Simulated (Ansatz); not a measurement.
Something may be wrong with this Ansatz 0.2.0 calculation of SnTe.

Contents of input.yaml:

```yaml
crystal:
  lattice:
    - [0.0, 3.15085, 3.15085]
    - [3.15085, 0.0, 3.15085]
    - [3.15085, 3.15085, 0.0]
  atoms:
    - { symbol: Te, position: [0.5, 0.5, 0.5] }
    - { symbol: Sn, position: [0.0, 0.0, 0.0] }
hamiltonian:
  xc: pbe
  pseudopotentials: { kind: paw }
kpoints:
  mp_grid: { grid: [1, 1, 1] }
scf:
  occupations: { method: fermi_dirac, width: 0.05 }
  max_iter: 60
output:
  forces: true
  stress: true
  eigenvalues: true
relax:
  f_tol: 0.01
  max_steps: 40
  cell: { stress_tol: 0.05 }
```

Potentials or basis: Ansatz PAW.

The run is started by

```sh
$ ansatz run input.yaml --threads 2 --pin off --max-ram 5632MiB --backend cpu --events-out ev --progress --plain --runs-dir out
```

Output:

```text
Warning: RAYON_NUM_THREADS=2 ignored (pool sized by the plan → 2); use --threads N
The last accepted step is kept in <dir> (removed where the run ends without a failure and the disk answers)
Engine: ansatz 0.2.0, aarch64-unknown-linux-gnu
Pseudopotentials: kind: paw
Pseudopotential: Te, paw, valence charge 16, recommended cutoff 420 eV (normal), Te.paw.azcp
Pseudopotential: Sn, paw, valence charge 14, recommended cutoff 420 eV (normal), Sn.paw.azcp
Functional definition: PBE
  parameter kappa = 0.804
  parameter beta = 0.06672455060314922
  exchange = pbe_x(kappa = kappa, mu = beta*pi^2/3)
  correlation = pbe_c(beta = beta)
Crystal: 2 atoms, lattice volume = 62.562 Å³
Basis set: ecut = 420 eV, 1243 PW (Γ), exchange–correlation on 60×60×60 points (8 copies of the dense FFT grid, shifted against one another)
Bands: 19, of which v1, the nominal top of the filled ones, is band 15 counted from 1 (14 counted from 0)
Symmetry: 48 space group operations
Space group: Fm-3m (ITA 225), of the structure as read, at distance tolerance 4.0e-5 Å
k-points: 1
Non-local potential: Te, projectors of the file, l = 0: 2, l = 1: 2, l = 2: 2, l = 3: 2
Non-local potential: Sn, projectors of the file, l = 0: 2, l = 1: 2, l = 2: 2, l = 3: 2
[... 155 lines left out ...]
  E_xc         = -504.795836
  E_vxc        = -196.732614  (∫ρ·V_xc dr)
  E_paw        = -8795.497596  (= ΣΔE_a)
  E_vpaw       = -730.351720  (= ΣTr[D̂ρ^β])
  E_aug_tail   = -0.000208  (compensation charges beyond the density's cutoff)
  E_ewald      = -2433.416115
  E_smearing   = -0.000000  (= −TS)
  E_closure    = -0.000000  (closes the sum)
  Σ components = -13001.078728   (vs F -13001.078728, Δ=0.00e0)
--- Forces (eV/Å), atoms counted from 1 ---
  atom   1  Te    -0.00000000    -0.00000000     0.00000000
  atom   2  Sn     0.00000000     0.00000000    -0.00000000
  max |Σ_I F_I| component: 3.10e-27 eV/Å
--- Stress (GPa, compression-positive) ---
        0.001151       0.000000       0.000000
        0.000000       0.001151       0.000000
        0.000000       0.000000       0.001151
  P = ⅓ Tr σ = 0.0012 GPa (0.012 kbar)
[... 2 lines left out ...]
--- Relaxed structure (9 steps of the walk, 9 accepted, 2 SCFs on fresh bases) ---
  F+E_penalty+E_count = -13001.07872775 eV   max|allowed force component| = 3.837e-27 eV/Å   (the final SCF, on the basis selected at the relaxed cell)
  cell:  # Å, volume = 108.7077 Å³
    - [1.1879657591998436e-33, 3.7880006472089054, 3.7880006472089054]
    - [3.7880006472089054, 3.224905074439854e-33, 3.7880006472089054]
    - [3.7880006472089054, 3.7880006472089054, 1.3332309625390178e-33]
  atoms:
    - { symbol: Te, position: [0.5, 0.5, 0.5] }
    - { symbol: Sn, position: [2.22848419939984e-36, -3.3427263227243676e-36, -4.297791019036628e-36] }
```

Q: Diagnose the run.

A: The run converged. The input holds a flaw that was put in on purpose: one k-point for a small cell (kpoints.mp_grid.grid = 1 × 1 × 1). The program doesn't stop on it, so the numbers can't be trusted though the run ends normally.

A sound run on the same cell differs in these lines of the main input:
```diff
@@ -13 +13 @@
-  mp_grid: { grid: [1, 1, 1] }
+  mp_grid: { grid: [7, 7, 7] }
@@ -16 +15,0 @@
-  max_iter: 60
```
